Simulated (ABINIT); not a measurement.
Runs of ABINIT 10.8.3 (patched build) on Fe. It takes space group Im-3m (No. 229, cubic). Conventional cell: a = 2.886 Å, b = 2.886 Å, c = 2.886 Å, α = 90.00°, β = 90.00°, γ = 90.00°. Fe (site symmetry m-3m) is surrounded by 8 Fe at 2.50 Å. 

| task | level | potentials or basis | k mesh | cutoff (eV) | fine-grid cutoff | mesh quality | gap on the mesh (eV) | moment (μB) |
| --- | --- | --- | --- | --- | --- | --- | --- | --- |
| single point | LDA | JTH PAW LDA v2.0 | 10 × 10 × 10 | 463 | 925.187 eV | not flagged | none | 2.15 |
| band structure | WC | JTH PAW PBE v2.0 | 13 × 13 × 13 | 463 | 925.187 eV | not flagged | none | (a) |
| single point | PBEsol | JTH PAW PBE v2.0 | 5 × 5 × 5 | 463 | 925.187 eV | coarse | none | 2.08 |
| band structure | revPBE | JTH PAW PBE v2.0 | 13 × 13 × 13 | 707 | 1306.15 eV | not flagged | none | 2.29 |
| band structure | BP86 | JTH PAW PBE v2.0 | 13 × 13 × 13 | 463 | 925.187 eV | not flagged | none | (b) |

Alike in all rows: spin collinear, ferromagnetic start; cell as given; smearing fermi-dirac 0.05 eV.

Task: Fill in the values left out.

Result: (a) 2.21; (b) 2.18.

Caveats: some runs use coarse meshes.

A k mesh can miss the band edges.

A gap of «none» marks a metal or a gap under the smearing width.

Not every run made on this cell is shown here.
